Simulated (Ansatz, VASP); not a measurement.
## One calculation of Pd, two programs

```xyz
1
Lattice="0.0000 1.9211 1.9211 1.9211 0.0000 1.9211 1.9211 1.9211 0.0000" Properties=species:S:1:pos:R:3 pbc="T T T"
Pd    0.0000    0.0000    0.0000
```

Alike in both runs: task single point; functional LDA; k mesh 15 × 15 × 15; occupations fermi-dirac, width 0.1 eV; no spin polarisation.

|  | VASP | Ansatz |
| --- | --- | --- |
| version | VASP 6.6.1 | Ansatz 0.2.0 |
| potentials or method | VASP PAW LDA potentials, release 64 (Pd) | plane waves (420 eV) with PAW, scalar-relativistic |
| plane-wave cutoff (eV) | 520 | 420 |
| valence electrons in the cell | 10 | 18 |

Ansatz gave:

* pressure (GPa): -0.3

Q: Estimate VASP's values.

A: Pressure (GPa): 0.0.

The two sets of potentials don't hold the same shells in valence. Ansatz warned: «pseudo_functional_mismatch».
